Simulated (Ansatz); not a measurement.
## Au under changes of volume

One of the cells (16.855 Å³/atom); the others are scaled copies at fixed shape and fractional positions:

```
Au
1.0
     0.00000    2.03500    2.03500
     2.03500    0.00000    2.03500
     2.03500    2.03500    0.00000
Au
1
Direct
  0.00000 0.00000 0.00000
```

| Property | Result |
| --- | --- |
| Program | Ansatz 0.2.0 |
| Functional | HISS |
| Potentials or basis | Ansatz PAW |
| Cutoff | 420 eV (not typed: the program's choice for these potentials) |
| k mesh | 6 × 6 × 6 |
| Occupations | fermi-dirac, width 0.05 eV |
| Spin | no spin polarisation |

| volume (Å³/atom) | energy over the lowest point (meV/atom) | pressure (GPa) |
| --- | --- | --- |
| 15.843 | ? | ? |
| 16.181 | 69.74 | 16.8 |
| 16.518 | 39.54 | 12.1 |
| 16.855 | 18.56 | 7.9 |
| 17.192 | 5.74 | 4.3 |
| 17.529 | 0.00 | 1.1 |
| 17.866 | 0.65 | -1.7 |

Task: What does the run at 15.843 Å³/atom give?

Result: Energy over the lowest point 110.63 meV/atom; pressure 22.1 GPa.

Worked out: A Birch-Murnaghan fit of order 3 (a polynomial in V^(-2/3)) to the other rows has its minimum at 17.66 Å³/atom with B0 = V·E''(V) = 149 GPa and B' = 5.6. It gives 110.52 meV/atom at 15.843 Å³/atom, against the run's 110.63, and -dE/dV = 22.0 GPa, against 22.1.

Energies are extrapolated to zero smearing.

Caveats: all runs use coarse meshes; the PAW data sets come from PBE, with cores solved anew for the run's functional, which leaves a small shift of forces and pressure; the thresholds are loose for stress.
